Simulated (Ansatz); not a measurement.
# HfS2 (1T): the cost of one run

Program: Ansatz 0.2.0. Level of theory: DFT PBE, scalar-relativistic, plane waves, PAW. These are calculated values, not measurements.

**1. The structure to begin with**

The structure is trigonal, space group P-3m1 (No. 164). The conventional cell has a = 3.455 Å, b = 3.455 Å, c = 5.281 Å, α = 90.00°, β = 90.00°, γ = 120.00°. Hf (site symmetry -3m) has 6 S at 2.49 Å as nearest neighbours. Around S (site symmetry 3m) lie 3 Hf at 2.49 Å.

Coordinates:

```cif
data_structure
_symmetry_space_group_name_H-M 'P 1'
_symmetry_Int_Tables_number 1
_cell_length_a 3.4550
_cell_length_b 3.4550
_cell_length_c 5.2811
_cell_angle_alpha 90.000
_cell_angle_beta 90.000
_cell_angle_gamma 120.000
_cell_volume 54.59
loop_
_atom_site_label
_atom_site_type_symbol
_atom_site_fract_x
_atom_site_fract_y
_atom_site_fract_z
_atom_site_occupancy
Hf1 Hf 0.00000 0.00000 0.00000 1
S1 S 0.33333 0.66667 0.28078 1
S2 S 0.66667 0.33333 0.71922 1
```

**2. Cell and atoms relaxed at 20 GPa**

It takes the final geometry of an earlier run.

File input.yaml:

```yaml
crystal:
  lattice:
    - [3.4549957337, 0.0, 0.0]
    - [-1.7274978669, 2.9921140754, 0.0]
    - [0.0, 0.0, 5.2810666809]
  atoms:
    - { symbol: Hf, position: [0.0, 0.0, 0.0] }
    - { symbol: S, position: [0.3333333333, 0.6666666667, 0.2807780097] }
    - { symbol: S, position: [0.6666666667, 0.3333333333, 0.7192219903] }
scf:
  occupations: { method: gaussian, width: 0.02 }
output:
  forces: true
  stress: true
  eigenvalues: true
hamiltonian:
  xc: pbe
basis:
  ecutwfc: 500
kpoints:
  mp_grid: { grid: [12, 12, 8] }
relax:
  f_tol: 0.001
  max_steps: 60
  cell: { stress_tol: 0.01, p_target: 20 }
```

Run with:

```bash
> ansatz run input.yaml --threads 3 --pin off --max-ram 8192MiB --backend cpu --events-out ev --progress --plain --runs-dir out
```

What time and memory should one allow on 3 threads of Arm Neoverse V1, shared host?

About 29 s, with a peak of 0.43 GiB.
